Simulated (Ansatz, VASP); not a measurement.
Au in VASP and in Ansatz

INCAR

```
  PREC = Accurate
  ENCUT = 520
  EDIFF = 1E-6
  ISMEAR = 0
  SIGMA = 0.1
  LREAL = F
  LASPH = T
  NELM = 100
  ALGO = Normal
  ISIF = 2
  LWAVE = F
  LCHARG = F
  LDIPOL = T
  IDIPOL = 3
  DIPOL = 0.5 0.5 0.500
  GGA = PE
  NBANDS = 24
```

KPOINTS

```
Automatic mesh
0
Gamma
  12 12 1
```

The input POSCAR:

```
Au
1.0
    2.9402300934      0.0000000000      0.0000000000
    0.0000000000      2.9402300934      0.0000000000
    0.0000000000      0.0000000000     19.1581132746
Au
3
Direct
    0.5000000000      0.5000000000      0.3914790508
    0.0000000000      0.0000000000      0.5000000000
    0.5000000000      0.5000000000      0.6085209492
```

Input for Ansatz:

```yaml
crystal:
  lattice:
    - [2.9402300934, 0.0, 0.0]
    - [0.0, 2.9402300934, 0.0]
    - [0.0, 0.0, 19.1581132746]
  atoms:
    - { symbol: Au, position: [0.5, 0.5, 0.3914790508] }
    - { symbol: Au, position: [0.0, 0.0, 0.5] }
    - { symbol: Au, position: [0.5, 0.5, 0.6085209492] }
basis:
  ecutwfc: 420
kpoints:
  mp_grid: { grid: [12, 12, 1] }
hamiltonian:
  xc: pbe
scf:
  occupations: { method: gaussian, width: 0.1 }
output:
  forces: true
  stress: true
  eigenvalues: true
efield:
  axis: 3
  dipole_correction: true
```

Alike in both runs: task single point; functional PBE; k mesh 12 × 12 × 1; occupations gaussian, width 0.1 eV; no spin polarisation.

```csv
,VASP,Ansatz
version,VASP 6.6.1,Ansatz 0.2.0
potentials or method,"VASP PAW PBE potentials, release 64 (Au)","scalar-relativistic, plane waves, PAW"
plane-wave cutoff (eV),520,420
valence electrons in the cell,33,57
```

|  | VASP | Ansatz | Ansatz less VASP |
| --- | --- | --- | --- |
| gap on the k mesh at the Fermi level (eV) | none | none | - |
| rms of the force components (eV/Å) | 0.060 | 0.056 | -0.0035 |
| work function, face that differs most (eV) | 5.17 | 5.18 | +0.007 |

Atom by atom the forces differ by 0.003 eV/Å (rms over components). A gap of «none» marks a metal or a gap that the smearing closes. The two sets of potentials don't hold the same shells in valence.

Spin-orbit coupling is left out, which matters for the levels of Au.
